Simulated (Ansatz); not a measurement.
AlN (P6_3mc), computed twice by G0W0.

The database entry behind the starting cell differs from later determinations by our own check (inner coordinate u about 0.002 short), so it need not match the best structure at ambient conditions.

The structure is hexagonal, space group P6_3mc (No. 186). The conventional cell has a = 3.113 Å, b = 3.113 Å, c = 4.981 Å, α = 90.00°, β = 90.00°, γ = 120.00°. Nearest to Al lie 4 N at 1.89 Å. Nearest to N lie 4 Al at 1.89 Å. Farther neighbours and most contacts between anions are not listed.

```xyz
4
Lattice="3.1130 0.0000 0.0000 -1.5565 2.6959 0.0000 0.0000 0.0000 4.9810" Properties=species:S:1:pos:R:3 pbc="T T T"
Al    0.0000    1.7973    0.0000
Al    1.5565    0.8986    2.4905
N     0.0000    1.7973    1.8928
N     1.5565    0.8986    4.3833
```

The cell and positions come from the Crystallography Open Database and are kept as given unless a step says otherwise.

The first (Ansatz 0.2.0; start PBE, 9×9×4 mesh, 174 empty bands, screening to 150 eV, PAW set soft_1 files; 1 × NVIDIA H100 80GB HBM3 (shared by 6 runs) with 3 threads of AMD EPYC 7R13 (Zen 3), shared host) gave, on its mesh: starting gap 4.21 eV, G0W0 gap 5.87 eV, RPA ε∞ (mean) 4.24, 32 s.

Q: The second changes start from PBE to PBE with 10 % screened exact exchange. What does it give?

It gave: starting gap 4.75 eV, G0W0 gap 6.13 eV, RPA ε∞ (mean) 3.95, 63 s. The G0W0 gap moves by +0.26 eV, +0.54 eV from the start and −0.27 eV from the correction. Σc changes by −0.12 eV at the valence top and +0.04 eV at the conduction bottom, and Σx − Vxc between them by −0.44 eV.

Limits: not at the basis limit.

[Paths, hosts, dates, memory and timing lines, banners, echoed tables and standing remarks are left out of the program output.]

[Logs are printed without paths, hosts, clocks, repeated set-up lines and the standing remarks that a program may print on its own settings, such as how far it seeks lower states.]

[Runs of the session that timed out or met a known fault of the program may be left out.]

[Cells called generated may have been cut or substituted from an entry of the Crystallography Open Database or the Materials Project.]

[Hosts, paths, dates, database ids (printed as entryN), source tags and the programs' standing remarks are cut or masked in the printed files.]
